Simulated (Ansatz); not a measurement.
## Zone-centre phonons of GaSb at -1 GPa: input and output

Method: DFT PBEsol, scalar-relativistic, plane waves, PAW in Ansatz 0.2.0.

Launched with:
```bash
ansatz run input.yaml --threads 1 --pin off --max-ram 3072MiB --backend cpu --events-out ev --progress --plain --runs-dir out
```

Input (bare energies are in eV):
```yaml
crystal:
  lattice:
    - [0.0, 3.0774763619, 3.0774763619]
    - [3.0774763619, 0.0, 3.0774763619]
    - [3.0774763619, 3.0774763619, 0.0]
  atoms:
    - { symbol: Ga, position: [0.0, 0.0, 0.0] }
    - { symbol: Sb, position: [0.75, 0.75, 0.75] }
basis:
  ecutwfc: 420
kpoints:
  mp_grid: { grid: [12, 12, 12] }
hamiltonian:
  xc: pbesol
scf:
  occupations: { method: fermi_dirac, width: 0.15 }
output:
  eigenvalues: true
phonons:
  method: dfpt
  eigenvectors: true
```

Results section of the output:
```
--- Phonons (Γ-DFPT): 2 representative perturbations + reference, on 163 of 1728 k-points (Σ response iterations 6) ---
  k mesh reduced under 8 symmetry operations, with k and −k counted as one. Each operation leaves every solved displacement unchanged or reverses it
  ASR residual: 7.367e-5 → 0.000e0 eV/Å²; symmetrization residual: 2.716e-5 eV/Å²
  ASR residual per site (eV/Å²): 7.37e-5 2.29e-5
  Γ frequencies (cm⁻¹): 0.00 0.00 0.00 211.91 211.91 211.91
  non-analytic LO–TO correction: not included (Born effective charges unavailable; polar crystals: no LO–TO splitting at Γ)
```

The run took 53 s on 1 thread of Intel(R) Xeon(R) 6975P-C (Granite Rapids) (shared host), peak memory 0.83 GiB.

Without a gap, frequencies and elastic constants depend on the k mesh and the smearing, soft modes and shear constants most.

The bands only touch here, so at this level the crystal is a zero-gap semiconductor or semimetal, not an ordinary metal; spin–orbit coupling, left out, can open or move such a gap.